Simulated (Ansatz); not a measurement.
# SiC16: the cost of one run

Computed with Ansatz 0.2.0 (DFT PBE+D3(BJ), scalar-relativistic, plane waves, PAW, unless a step's input says otherwise).

1 further run of the same task is left out (set aside as unsound or not needed).

## 1. Starting point

Symmetry: Pm, No. 6, monoclinic system. The conventional cell has a = 4.422 Å, b = 4.930 Å, c = 22.694 Å, α = 90.00°, β = 90.00°, γ = 90.00°. C (site symmetry m) is surrounded by 2 C at 1.42 Å. C (site symmetry 1) is surrounded by 3 C at 1.42 Å. C (site symmetry m) has 3 C at 1.42 to 1.44 Å as nearest neighbours. Only part of the 13 independent sites is listed.

As a file:

```
C Si
1.0
     4.92987    0.00000    0.00000
     0.00000    4.42243    0.00000
     0.00000    0.00000   22.69375
C Si
16 1
Direct
  0.25000 0.41553 0.17626
  0.75000 0.41553 0.17626
  0.00000 0.51956 0.20018
  0.50000 0.51956 0.20018
  0.00000 0.72722 0.24809
  0.50000 0.72722 0.24809
  0.25000 0.83125 0.27201
  0.75000 0.83125 0.27201
  0.25000 0.04421 0.31987
  0.75000 0.04421 0.31987
  0.00000 0.15008 0.34260
  0.50000 0.15008 0.34260
  0.00000 0.37798 0.39006
  0.50000 0.37798 0.39006
  0.25000 0.47642 0.40953
  0.75000 0.47642 0.40953
  0.25000 0.47642 0.51969
```

This is the geometry of the first run shown, built on a cell relaxed beforehand with the same method.

## 2. Plan of the line

Atoms count from 1 in the order of the input.

Si is moved over the surface cell at a fixed height above a rigid substrate; the origin of the map has the adsorbate above C15; the height is held at 2.50 Å.

- position of Si17 along the first surface vector, from above C15: 6 values from 0.000 to 0.833, periodic
- position of Si17 along the second surface vector, from above C15: 6 values from 0.000 to 0.833, periodic

Nothing else is relaxed. Points are written as (first, second).

The two vectors of the plane (Å): (2.465, 0.000, 0.000); (0.000, 4.422, 0.000).

## 3. The run at (0/6, 0/6) of the map's two axes

A dipole layer in the vacuum cancels the field that periodic copies would set up if the slab's two faces differ.

File input.yaml:

```yaml
crystal:
  lattice:
    - [4.9298676323, 0.0, 0.0]
    - [0.0, 4.4224271195, 0.0]
    - [0.0, 0.0, 22.693749791]
  atoms:
    - { symbol: C, position: [0.25, 0.4155274488, 0.1762599851] }
    - { symbol: C, position: [0.75, 0.4155274488, 0.1762599851] }
    - { symbol: C, position: [0.0, 0.519558491, 0.2001803947] }
    - { symbol: C, position: [0.5, 0.519558491, 0.2001803947] }
    - { symbol: C, position: [0.0, 0.7272227621, 0.2480852155] }
    - { symbol: C, position: [0.5, 0.7272227621, 0.2480852155] }
    - { symbol: C, position: [0.25, 0.8312538043, 0.2720056251] }
    - { symbol: C, position: [0.75, 0.8312538043, 0.2720056251] }
    - { symbol: C, position: [0.25, 0.0442051686, 0.3198734326] }
    - { symbol: C, position: [0.75, 0.0442051686, 0.3198734326] }
    - { symbol: C, position: [0.0, 0.1500808487, 0.3425973485] }
    - { symbol: C, position: [0.5, 0.1500808487, 0.3425973485] }
    - { symbol: C, position: [0.0, 0.3779776253, 0.3900566375] }
    - { symbol: C, position: [0.5, 0.3779776253, 0.3900566375] }
    - { symbol: C, position: [0.25, 0.4764186278, 0.4095290499] }
    - { symbol: C, position: [0.75, 0.4764186278, 0.4095290499] }
    - { symbol: Si, position: [0.25, 0.4764186278, 0.5196915406], spin: 2.0 }
basis:
  ecutwfc: 420
kpoints:
  mp_grid: { grid: [6, 6, 1] }
hamiltonian:
  xc: pbe
  pseudopotentials: { kind: paw, azcp: { folder: soft_1 } }
  dispersion: d3bj
scf:
  occupations: { method: gaussian, width: 0.05 }
output:
  forces: true
  eigenvalues: true
  populations: true
magnetization:
  spin_polarized: true
efield:
  axis: 3
  dipole_correction: true
  ramp_width: 0.04
```

Started as:

```
> ansatz run input.yaml --threads 2 --pin off --max-ram 6144MiB --backend cpu --events-out ev --progress --plain --runs-dir out
```

What time and memory should one allow on 2 threads of AMD EPYC 9R45 (Zen 5), shared host?

About 40 s, with a peak of 1.1 GiB.
